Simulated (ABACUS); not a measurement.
KI under changes of volume

One of the cells (44.091 Å³/atom); the others are scaled copies at fixed shape and fractional positions:

```
I K
1.0
     0.00000    3.53277    3.53277
     3.53277    0.00000    3.53277
     3.53277    3.53277    0.00000
I K
1 1
Direct
  0.50000 0.50000 0.50000
  0.00000 0.00000 0.00000
```

```yaml
Program: ABACUS 3.10.1
Functional: PBE
Potentials_or_basis: PseudoDojo NC SR 0.4.1 PBE standard
Cutoff: 1007 eV
Density_cutoff: 4027 eV
Basis: plane waves
k_mesh: 7 × 7 × 7
Occupations: fermi-dirac, width 0.05 eV
Spin: no spin polarisation
```

```tsv
volume (Å³/atom)	energy over the lowest point (meV/atom)	pressure (GPa)	gap on the mesh (eV)
41.445	?	?	?
42.327	13.28	1.2	4.06
43.209	7.67	0.9	4.01
44.091	3.71	0.6	3.96
44.973	1.21	0.3	3.92
45.854	0.02	0.1	3.87
46.736	0.00	-0.1	3.83
```

**Question.** What does the run at 41.445 Å³/atom give?

**Answer.** Energy over the lowest point 20.71 meV/atom; pressure 1.5 GPa; gap on the mesh 4.11 eV.

Worked out: A Birch-Murnaghan fit of order 3 (a polynomial in V^(-2/3)) to the other rows has its minimum at 46.31 Å³/atom with B0 = V·E''(V) = 10.5 GPa and B' = 4.9. It gives 20.73 meV/atom at 41.445 Å³/atom, against the run's 20.71, and -dE/dV = 1.5 GPa, against 1.5. A straight line through the other rows of the gap, of slope -2.32 eV per unit of ln V (its deformation potential), extrapolates to 4.11 eV, against the run's 4.11.

Energies are extrapolated to zero smearing.

Caveats: spin-orbit coupling is left out, which moves the levels of the heavy elements; an odd mesh through Γ misses points on the zone boundary, where band edges often lie (some runs).
